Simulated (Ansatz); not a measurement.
Structural energy differences of tellurium

All numbers below come from Ansatz 0.2.0, DFT, PBEsol, plane waves (420 eV) with PAW, scalar-relativistic. (PAW data from PBE, frozen cores regenerated.)

Each structure is relaxed within its own symmetry, so a high-lying one may be dynamically unstable. No dispersion correction is added.

**Question.** Rank these structures of tellurium by energy per atom, lowest first.
A. A15
B. bcc
C. trigonal tellurium
D. simple cubic
E. diamond
F. omega (AlB2-type)
G. fcc

**Answer.** C (0 meV/atom), D (24 meV/atom), B (228 meV/atom), F (271 meV/atom), G (325 meV/atom), A (391 meV/atom), E (504 meV/atom).

| structure | ΔE (meV/atom) | V (Å³/atom) | cell | magnetic state |
| --- | --- | --- | --- | --- |
| trigonal tellurium | 0 | 32.19 | a = 4.336 Å, c = 5.932 Å (c/a = 1.368) | spin not included |
| simple cubic | 24 | 31.28 | a = 3.151 Å | spin not included |
| bcc | 228 | 27.02 | a = 3.781 Å | spin not included |
| omega (AlB2-type) | 271 | 27.48 | a = 5.420 Å, c = 3.240 Å (c/a = 0.598) | spin not included |
| fcc | 325 | 26.83 | a = 4.752 Å | spin not included |
| A15 | 391 | 27.60 | a = 6.044 Å | spin not included |
| diamond | 504 | 43.98 | a = 7.060 Å | spin not included |

ΔE counts from trigonal tellurium.

Differences under about 8 meV lie within the error of the k-point mesh.
